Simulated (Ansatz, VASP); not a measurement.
## PC214 in two plane-wave programs

Aim: how closely do two programs agree when they are given the same cell, functional and k mesh? The cell is taken from a series of runs on this material, whose earlier steps may have relaxed, scaled, displaced or heated it; both programs get it as it stands.

Main program and level: Ansatz 0.2.0; plane waves, with VASP 6.6.1 beside it; single point at LDA.

## (1) Set-up

The cell holds 215 atoms: 214 C and 1 P. Its edges and angles: a = 10.595 Å, b = 10.595 Å, c = 10.595 Å, α = 90.0°, β = 90.0°, γ = 90.0°. It derives from C (C (Fd-3m)). Nearest the centre at fractional (0.375, 0.375, 0.375): P215 at 0.00 Å, C105 at 1.94 Å, C106 at 1.94 Å, C16 at 1.94 Å, C107 at 1.94 Å, C31 at 1.94 Å, C78 at 1.94 Å, C39 at 2.65 Å. The cell carries charge −1.

## (2) Ansatz: single point, LDA

Ansatz runs on its default PAW (the set named soft_2) files.

With cell and atoms fixed, the geometry can't cause a difference; cores, projectors, grids and the points listed under the comparison can.

The input, input.yaml:

```yaml
crystal:
  lattice:
    - [10.5951881, 0.0, 0.0]
    - [0.0, 10.5951881, 0.0]
    - [0.0, 0.0, 10.5951881]
  atoms:
    - { symbol: C, position: [0.00059429515, 0.0005940721, 0.00037818342] }
    - { symbol: C, position: [0.00176699251, 0.16776505243, 0.16754916375] }
    - { symbol: C, position: [0.16776527548, 0.00176676946, 0.16754916375] }
    - { symbol: C, position: [0.16776527548, 0.16776505243, 0.00155088078] }
    - { symbol: C, position: [0.0843124885, 0.08431226545, 0.08409637677] }
    - { symbol: C, position: [0.08584663978, 0.25190186876, 0.25168598008] }
    - { symbol: C, position: [0.25190209181, 0.08584641673, 0.25168598008] }
    - { symbol: C, position: [0.25190209181, 0.25190186876, 0.08563052805] }
    - { symbol: C, position: [0.00088957315, 0.0008893501, 0.33356503494] }
    - { symbol: C, position: [-0.0001576493, 0.16670412415, 0.50054791928] }
    - { symbol: C, position: [0.1667043472, -0.00015787235, 0.50054791928] }
    - { symbol: C, position: [0.17039066952, 0.17039044646, 0.33558736631] }
    - { symbol: C, position: [0.08449055141, 0.08449032836, 0.41753084791] }
    - { symbol: C, position: [0.08141340486, 0.24962808028, 0.58519780755] }
    - { symbol: C, position: [0.24962830333, 0.08141318181, 0.58519780755] }
    - { symbol: C, position: [0.25098403016, 0.25098380711, 0.42677123094] }
    - { symbol: C, position: [-0.0001034512, -0.00010367425, 0.66695590763] }
    - { symbol: C, position: [0.00027699385, 0.16677616705, 0.83399400163] }
    - { symbol: C, position: [0.16677639011, 0.0002767708, 0.83399400163] }
    - { symbol: C, position: [0.16623593528, 0.16623571223, 0.66759931935] }
    - { symbol: C, position: [0.08317803084, 0.08317780779, 0.75074639829] }
    - { symbol: C, position: [0.08391453786, 0.2503313959, 0.91756505291] }
    - { symbol: C, position: [0.25033161896, 0.08391431481, 0.91756505291] }
    - { symbol: C, position: [0.24969920889, 0.24969898584, 0.75051850328] }
    - { symbol: C, position: [0.00088957315, 0.33378092362, 0.00067346142] }
    - { symbol: C, position: [-0.0001576493, 0.50076380796, 0.16648823547] }
    - { symbol: C, position: [0.17039066952, 0.33580325499, 0.17017455779] }
    - { symbol: C, position: [0.1667043472, 0.50076380796, -0.00037376103] }
    - { symbol: C, position: [0.08449055141, 0.41774673659, 0.08427443968] }
    - { symbol: C, position: [0.08141340486, 0.58541369623, 0.2494121916] }
    - { symbol: C, position: [0.25098403016, 0.42698711962, 0.25076791843] }
    - { symbol: C, position: [0.24962830333, 0.58541369623, 0.08119729313] }
    - { symbol: C, position: [0.00050336775, 0.33395050095, 0.33373461227] }
    - { symbol: C, position: [-0.00076728172, 0.50026790134, 0.50005201266] }
    - { symbol: C, position: [0.16415488994, 0.33301811207, 0.50368899199] }
    - { symbol: C, position: [0.16415488994, 0.50390488067, 0.33280222339] }
    - { symbol: C, position: [0.08282411365, 0.41717838194, 0.41696249326] }
    - { symbol: C, position: [0.08215190221, 0.58373117496, 0.58351528628] }
    - { symbol: C, position: [0.24606222957, 0.41694877512, 0.58559633162] }
    - { symbol: C, position: [0.24606222957, 0.5858122203, 0.41673288644] }
    - { symbol: C, position: [-0.00116004184, 0.33325165248, 0.66760989541] }
    - { symbol: C, position: [-0.00073139442, 0.50018410493, 0.83343219524] }
    - { symbol: C, position: [0.16653041803, 0.3334645668, 0.83382579998] }
    - { symbol: C, position: [0.16455341401, 0.50033880691, 0.6683378167] }
    - { symbol: C, position: [0.08214132615, 0.41671523471, 0.7509112634] }
    - { symbol: C, position: [0.0828680706, 0.58366555833, 0.91629731207] }
    - { symbol: C, position: [0.25002277015, 0.41690714387, 0.91666225123] }
    - { symbol: C, position: [0.24920330228, 0.58326276304, 0.74990887085] }
    - { symbol: C, position: [-0.0001034512, 0.66717179631, -0.00031956293] }
    - { symbol: C, position: [0.00027699385, 0.83420989031, 0.16656027837] }
    - { symbol: C, position: [0.16623593528, 0.66781520803, 0.16601982355] }
    - { symbol: C, position: [0.16677639011, 0.83420989031, 6.088212e-05] }
    - { symbol: C, position: [0.08317803084, 0.75096228697, 0.08296191911] }
    - { symbol: C, position: [0.08391453786, 0.91778094159, 0.25011550722] }
    - { symbol: C, position: [0.24969920889, 0.75073439196, 0.24948309716] }
    - { symbol: C, position: [0.25033161896, 0.91778094159, 0.08369842613] }
    - { symbol: C, position: [-0.00116004184, 0.66782578409, 0.3330357638] }
    - { symbol: C, position: [-0.00073139442, 0.83364808392, 0.49996821625] }
    - { symbol: C, position: [0.16455341401, 0.66855370538, 0.50012291823] }
    - { symbol: C, position: [0.16653041803, 0.83404168866, 0.33324867812] }
    - { symbol: C, position: [0.08214132615, 0.75112715208, 0.41649934603] }
    - { symbol: C, position: [0.0828680706, 0.91651320075, 0.58344966965] }
    - { symbol: C, position: [0.24920330228, 0.75012475953, 0.58304687436] }
[... 34 lines left out ...]
    - { symbol: C, position: [0.33395072401, 0.33395050095, 0.00028725602] }
    - { symbol: C, position: [0.33301833512, 0.50390488067, 0.16393877821] }
    - { symbol: C, position: [0.50390510372, 0.33301811207, 0.16393877821] }
    - { symbol: C, position: [0.5002681244, 0.50026790134, -0.00098339346] }
    - { symbol: C, position: [0.41717860499, 0.41717838194, 0.08260800192] }
    - { symbol: C, position: [0.41694899817, 0.5858122203, 0.24584611784] }
    - { symbol: C, position: [0.58581244335, 0.41694877512, 0.24584611784] }
    - { symbol: C, position: [0.58373139801, 0.58373117496, 0.08193579048] }
    - { symbol: C, position: [0.32297999062, 0.49898308008, 0.4987671914] }
    - { symbol: C, position: [0.49898330313, 0.32297976757, 0.4987671914] }
    - { symbol: C, position: [0.49898330313, 0.49898308008, 0.32276387889] }
    - { symbol: C, position: [0.41416385525, 0.57957644072, 0.57936055204] }
    - { symbol: C, position: [0.57957666377, 0.4141636322, 0.57936055204] }
    - { symbol: C, position: [0.57957666377, 0.57957644072, 0.41394774352] }
    - { symbol: C, position: [0.3327887283, 0.33278850525, 0.66692710791] }
    - { symbol: C, position: [0.33305996636, 0.49994434009, 0.8328728586] }
    - { symbol: C, position: [0.49994456314, 0.33305974331, 0.8328728586] }
    - { symbol: C, position: [0.49806524148, 0.49806501843, 0.66390458178] }
    - { symbol: C, position: [0.41601660928, 0.41601638623, 0.74924785381] }
    - { symbol: C, position: [0.41650254344, 0.5834366922, 0.91570930985] }
    - { symbol: C, position: [0.58343691526, 0.41650232039, 0.91570930985] }
    - { symbol: C, position: [0.58220205781, 0.58220183476, 0.74798422905] }
    - { symbol: C, position: [0.33325187553, 0.66782578409, -0.00137615357] }
    - { symbol: C, position: [0.33346478985, 0.83404168866, 0.1663143063] }
    - { symbol: C, position: [0.50033902996, 0.66855370538, 0.16433730228] }
    - { symbol: C, position: [0.50018432798, 0.83364808392, -0.00094750615] }
    - { symbol: C, position: [0.41671545776, 0.75112715208, 0.08192521442] }
    - { symbol: C, position: [0.41690736693, 0.91687813991, 0.24980665842] }
    - { symbol: C, position: [0.58326298609, 0.75012475953, 0.24898719055] }
    - { symbol: C, position: [0.58366578139, 0.91651320075, 0.08265195887] }
    - { symbol: C, position: [0.3327887283, 0.66714299659, 0.33257261657] }
    - { symbol: C, position: [0.33305996636, 0.83308874728, 0.49972845141] }
    - { symbol: C, position: [0.49806524148, 0.66412047046, 0.49784912975] }
    - { symbol: C, position: [0.49994456314, 0.83308874728, 0.33284385463] }
    - { symbol: C, position: [0.41601660928, 0.74946374249, 0.41580049755] }
    - { symbol: C, position: [0.41650254344, 0.91592519853, 0.58322080353] }
    - { symbol: C, position: [0.58220205781, 0.74820011773, 0.58198594608] }
    - { symbol: C, position: [0.58343691526, 0.91592519853, 0.41628643171] }
    - { symbol: C, position: [0.33222037365, 0.66547655883, 0.66526067015] }
    - { symbol: C, position: [0.33314913076, 0.83320083929, 0.83298495061] }
    - { symbol: C, position: [0.49963571433, 0.66605257237, 0.83197005692] }
    - { symbol: C, position: [0.49963571433, 0.8321859456, 0.66583668369] }
    - { symbol: C, position: [0.41618618662, 0.74907753709, 0.74886164841] }
    - { symbol: C, position: [0.41681820253, 0.9167660479, 0.91655015922] }
    - { symbol: C, position: [0.58319094318, 0.74969011639, 0.91554110819] }
    - { symbol: C, position: [0.58319094318, 0.91575699687, 0.74947422771] }
    - { symbol: C, position: [0.66717201936, -0.00010367425, -0.00031956293] }
    - { symbol: C, position: [0.66781543108, 0.16623571223, 0.16601982355] }
    - { symbol: C, position: [0.83421011337, 0.0002767708, 0.16656027837] }
    - { symbol: C, position: [0.83421011337, 0.16677616705, 6.088212e-05] }
    - { symbol: C, position: [0.75096251002, 0.08317780779, 0.08296191911] }
    - { symbol: C, position: [0.75073461501, 0.24969898584, 0.24948309716] }
    - { symbol: C, position: [0.91778116464, 0.08391431481, 0.25011550722] }
    - { symbol: C, position: [0.91778116464, 0.2503313959, 0.08369842613] }
    - { symbol: C, position: [0.66782600714, -0.00116026489, 0.3330357638] }
    - { symbol: C, position: [0.66855392843, 0.16455319096, 0.50012291823] }
    - { symbol: C, position: [0.83364830697, -0.00073161747, 0.49996821625] }
    - { symbol: C, position: [0.83404191171, 0.16653019498, 0.33324867812] }
    - { symbol: C, position: [0.75112737513, 0.0821411031, 0.41649934603] }
    - { symbol: C, position: [0.75012498258, 0.24920307923, 0.58304687436] }
    - { symbol: C, position: [0.9165134238, 0.08286784755, 0.58344966965] }
    - { symbol: C, position: [0.91687836296, 0.2500225471, 0.41669125519] }
    - { symbol: C, position: [0.66678930245, -0.00099539978, 0.66657319072] }
    - { symbol: C, position: [0.66709926269, 0.16630132885, 0.83323779775] }
    - { symbol: C, position: [0.8335302725, -0.0001076803, 0.83331416077] }
    - { symbol: C, position: [0.83345390948, 0.16630132885, 0.66688315096] }
    - { symbol: C, position: [0.75007078448, 0.08279509088, 0.74985467275] }
    - { symbol: C, position: [0.75069872771, 0.24978278226, 0.91610291459] }
    - { symbol: C, position: [0.91707343611, 0.08338268452, 0.91685732438] }
    - { symbol: C, position: [0.91631902632, 0.24978278226, 0.75048261598] }
    - { symbol: C, position: [0.66782600714, 0.33325165248, -0.00137615357] }
    - { symbol: C, position: [0.66855392843, 0.50033880691, 0.16433730228] }
    - { symbol: C, position: [0.83404191171, 0.3334645668, 0.1663143063] }
    - { symbol: C, position: [0.83364830697, 0.50018410493, -0.00094750615] }
    - { symbol: C, position: [0.75112737513, 0.41671523471, 0.08192521442] }
    - { symbol: C, position: [0.75012498258, 0.58326276304, 0.24898719055] }
    - { symbol: C, position: [0.91687836296, 0.41690714387, 0.24980665842] }
    - { symbol: C, position: [0.9165134238, 0.58366555833, 0.08265195887] }
    - { symbol: C, position: [0.66714321964, 0.33278850525, 0.33257261657] }
    - { symbol: C, position: [0.66412069351, 0.49806501843, 0.49784912975] }
    - { symbol: C, position: [0.83308897033, 0.33305974331, 0.49972845141] }
    - { symbol: C, position: [0.83308897033, 0.49994434009, 0.33284385463] }
    - { symbol: C, position: [0.74946396554, 0.41601638623, 0.41580049755] }
    - { symbol: C, position: [0.74820034078, 0.58220183476, 0.58198594608] }
    - { symbol: C, position: [0.91592542158, 0.41650232039, 0.58322080353] }
    - { symbol: C, position: [0.91592542158, 0.5834366922, 0.41628643171] }
    - { symbol: C, position: [0.66547678188, 0.3322201506, 0.66526067015] }
    - { symbol: C, position: [0.66605279543, 0.49963549128, 0.83197005692] }
    - { symbol: C, position: [0.83320106234, 0.33314890771, 0.83298495061] }
    - { symbol: C, position: [0.83218616865, 0.49963549128, 0.66583668369] }
    - { symbol: C, position: [0.74907776014, 0.41618596357, 0.74886164841] }
    - { symbol: C, position: [0.74969033944, 0.58319072013, 0.91554110819] }
    - { symbol: C, position: [0.91676627095, 0.41681797948, 0.91655015922] }
    - { symbol: C, position: [0.91575721992, 0.58319072013, 0.74947422771] }
    - { symbol: C, position: [0.66678930245, 0.66678907939, -0.00121128846] }
    - { symbol: C, position: [0.66709926269, 0.83345368643, 0.16608544017] }
    - { symbol: C, position: [0.83345390948, 0.66709903964, 0.16608544017] }
    - { symbol: C, position: [0.8335302725, 0.83353004945, -0.00032356898] }
    - { symbol: C, position: [0.75007078448, 0.75007056143, 0.0825792022] }
    - { symbol: C, position: [0.75069872771, 0.91631880327, 0.24956689358] }
    - { symbol: C, position: [0.91631902632, 0.75069850466, 0.24956689358] }
    - { symbol: C, position: [0.91707343611, 0.91707321306, 0.08316679584] }
    - { symbol: C, position: [0.66547678188, 0.66547655883, 0.33200426192] }
    - { symbol: C, position: [0.66605279543, 0.8321859456, 0.4994196026] }
    - { symbol: C, position: [0.83218616865, 0.66605257237, 0.4994196026] }
    - { symbol: C, position: [0.83320106234, 0.83320083929, 0.33293301903] }
    - { symbol: C, position: [0.74907776014, 0.74907753709, 0.41597007489] }
    - { symbol: C, position: [0.74969033944, 0.91575699687, 0.58297483145] }
    - { symbol: C, position: [0.91575721992, 0.74969011639, 0.58297483145] }
    - { symbol: C, position: [0.91676627095, 0.9167660479, 0.4166020908] }
    - { symbol: C, position: [0.66565484479, 0.66565462174, 0.66543873306] }
    - { symbol: C, position: [0.66658442572, 0.83289367413, 0.83267778545] }
    - { symbol: C, position: [0.83289389718, 0.66658420267, 0.83267778545] }
    - { symbol: C, position: [0.83289389718, 0.83289367413, 0.66636831399] }
    - { symbol: C, position: [0.74937303814, 0.74937281509, 0.74915692641] }
    - { symbol: C, position: [0.75007479053, 0.91643683773, 0.91622094905] }
    - { symbol: C, position: [0.91643706079, 0.75007456748, 0.91622094905] }
    - { symbol: C, position: [0.91643706079, 0.91643683773, 0.7498586788] }
    - { symbol: P, position: [0.37498366664, 0.37498344359, 0.37476755491] }
  host:
    repeats: [3, 3, 3]
    atoms:
      - { symbol: C, position: [0.0, 0.0, 0.0] }
      - { symbol: C, position: [0.0, 0.5, 0.5] }
      # ... 6 more atoms of the perfect host
total_charge: -1
basis:
  ecutwfc: 420
  xc_grid: 2
hamiltonian:
  xc: lda
kpoints:
  mp_grid: { grid: [1, 1, 1] }
magnetization:
  spin_polarized: true
  initial_magnetization: 2
  spin_locking: { lock_magnetization: hard }
scf:
  occupations: { method: fermi_dirac, width: 0.01 }
  max_iter: 60
  n_extra_bands: 16
  lower_state_search: "off"
output:
  forces: true
checkpoint:
  read: "../exc.ground.qm1.run"
```

Command:

```console
$ ansatz run input.yaml --threads 12 --pin off --max-ram 56524MiB --backend cuda --events-out ev --progress --plain --runs-dir out
```

Output:

```text
Warning: the band count 448 (scf.n_extra_bands) hosts the net moment |M| = 2.0000 μB (N_el = 862) but caps the reachable moment at 2·n_bands − N_el = 34.0000 μB, below the 647 bands that the automatic [...]
Warning: checkpoint.read: the run can stay near the saved state's solution: 214 site(s) moved relative to the saved geometry (max |Δs| = 1.040e-3 fractional); the SCF starts from the saved state under [...]
Warning: checkpoint.read: spin seed differs: saved <digest>, current <digest>; the loaded state replaces the seed-built initial guess (but the starting_ns of a DFT+U solve that opens without [...]
[...]
Engine: ansatz 0.2.0, aarch64-unknown-linux-gnu
[...]
Pseudopotential: C, paw, valence charge 4, recommended cutoff 420 eV (normal), C.paw.azcp
Pseudopotential: P, paw, valence charge 5, recommended cutoff 420 eV (normal), P.paw.azcp
Functional definition: SPW92
[...]
Crystal: 215 atoms, lattice volume = 1189.395 Å³
Basis set: ecut = 420 eV, 23127 PW (Γ), exchange–correlation on 144×144×144 points (8 copies of the dense FFT grid, shifted against one another)
Bands: 448, of which v1, the nominal top of the filled ones, is band 431 counted from 1 (430 counted from 0)
[...]
Space group: R-3m (ITA 166), of the structure as read, at distance tolerance 1.1e-4 Å
[...]
k-points: 1
[...]
Functional: x = slater, c = lda
[...]
SCF 1 converged in 10 iterations: F = -52701.865039 eV  dr2 = 9.84e-8
[...]
SCF converged after 10 iterations
[...]
```

(Continued in part 2 of 2.)

[Lines on the potential files, build, host, timing and source positions are cut from VASP's logs without a mark.]

[Logs are printed without paths, hosts, clocks, repeated set-up lines and the standing remarks that a program may print on its own settings, such as how far it seeks lower states.]

[Hosts, paths, dates, database ids (printed as entryN), source tags and the programs' standing remarks are cut or masked in the printed files.]
